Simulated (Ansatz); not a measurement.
# La under changes of volume

One of the cells (37.415 Å³/atom); the others are scaled copies at fixed shape and fractional positions:

```xyz
4
Lattice="3.7700 0.0000 0.0000 -1.8850 3.2649 0.0000 0.0000 0.0000 12.1590" Properties=species:S:1:pos:R:3 pbc="T T T"
La    1.8850    1.0883    3.0398
La    0.0000    2.1766    9.1193
La    0.0000    0.0000    6.0795
La    0.0000    0.0000    0.0000
```

- Program: Ansatz 0.2.0
- Functional: PBEsol
- Potentials or basis: Ansatz PAW
- Cutoff: 420 eV (not typed: the program's choice for these potentials)
- k mesh: 8 × 8 × 3
- Occupations: fermi-dirac, width 0.05 eV
- Spin: no spin polarisation

```tsv
volume (Å³/atom)	energy over the lowest point (meV/atom)	pressure (GPa)
35.171	0.00	-0.9
35.919	5.40	-1.4
36.667	13.11	-1.9
37.415	22.97	-2.3
38.164	?	?
38.912	48.47	-3.1
39.660	63.82	-3.4
```

Problem. What does the run at 38.164 Å³/atom give?

Solution. Energy over the lowest point 34.81 meV/atom; pressure -2.7 GPa.

Worked out: A Birch-Murnaghan fit of order 3 (a polynomial in V^(-2/3)) to the other rows has no minimum within the range. It gives 34.81 meV/atom at 38.164 Å³/atom, against the run's 34.81, and -dE/dV = -2.7 GPa, against -2.7.

Energies are extrapolated to zero smearing.

Caveats: the PAW data sets come from PBE, with cores solved anew for the run's functional, which leaves a small shift of forces and pressure.
